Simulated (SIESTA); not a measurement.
Something may be wrong with this SIESTA 5.4.2 calculation of Li.

The input Li.fdf:

```
SystemName                      Lithium
SystemLabel                     Li
NumberOfSpecies                 1
NumberOfAtoms                   1
%block ChemicalSpeciesLabel
  1   3 Li
%endblock ChemicalSpeciesLabel
%include structure.fdf

%block kgrid.MonkhorstPack
   11   0   0  0.0
    0  11   0  0.0
    0   0  11  0.0
%endblock kgrid.MonkhorstPack
XC.Functional                   GGA
XC.Authors                      PBE
PAO.BasisSize                   DZP
PAO.EnergyShift                 0.003 Ry
Mesh.Cutoff                     800 Ry
OccupationFunction              FD
ElectronicTemperature           0.05 eV
MaxSCFIterations                60
SCF.MustConverge                false
SCF.Mixer.Method                Pulay
SCF.Mixer.Weight                0.25
SCF.Mixer.History               8
SCF.DM.Tolerance                5.0e-05
SCF.H.Tolerance                 1.0e-03 eV
WriteForces                     true
Charge.Mulliken                 end
%block PAO.PolarizationScheme
  Li non-perturbative
%endblock PAO.PolarizationScheme
%block PAO.Basis
  Li 3
  n=1 0 2
    2.782 0.000
  n=2 0 2
    9.500 0.000
  n=2 1 1
    9.500
%endblock PAO.Basis
Spin                            polarized
Spin.Fix                        true
Spin.Total                      200.0
```

File structure.fdf:

```
LatticeConstant                 1.0 Ang
%block LatticeVectors
    -1.7546500000     1.7546500000     1.7546500000
     1.7546500000    -1.7546500000     1.7546500000
     1.7546500000     1.7546500000    -1.7546500000
%endblock LatticeVectors
AtomicCoordinatesFormat         Fractional
%block AtomicCoordinatesAndAtomicSpecies
     0.0000000000     0.0000000000     0.0000000000  1  Li
%endblock AtomicCoordinatesAndAtomicSpecies
```

Potentials or basis: PseudoDojo 0.4 standard (PBE files), DZP (energy shift 0.003 Ry; two zetas on semicore shells).

Launch:

```bash
$ siesta < Li.fdf > Li.out 2>&1
```

Li.out:

```text
Version         : 5.4.2

                           ***********************
                           *  WELCOME TO SIESTA  *
                           ***********************

 NOTE: Siesta V5 introduces some new defaults for basis-set generation
 NOTE: which might lead to slightly different numerical results.
 NOTE: Please see the manual for full details and compatibility measures.

[... 372 lines left out ...]

InitMesh: MESH = 48 x 48 x 48 = 110592
InitMesh: Mesh cutoff (required, used) =   800.000  1034.126 Ry
 Fermid: Not enough states
 Fermid: ispin,qtot,sumq=           1   101.50000000000000        6.9999999999996385
stopping program
Stopping Program from Node:    0
stopping program
Stopping Program from Node:    0

Program received signal SIGABRT: Process abort signal.

Backtrace for this error:
```

Diagnose the run.

The program refused the input. The input holds a flaw that was put in on purpose: total spin that the electrons can't hold (Spin = polarized; Spin.Fix = true; Spin.Total = 200.0).

A sound run on the same cell differs in these lines of the main input:
```diff
@@ -22 +22 @@
-MaxSCFIterations                60
+MaxSCFIterations                120
@@ -43,3 +42,0 @@
-Spin                            polarized
-Spin.Fix                        true
-Spin.Total                      200.0
```
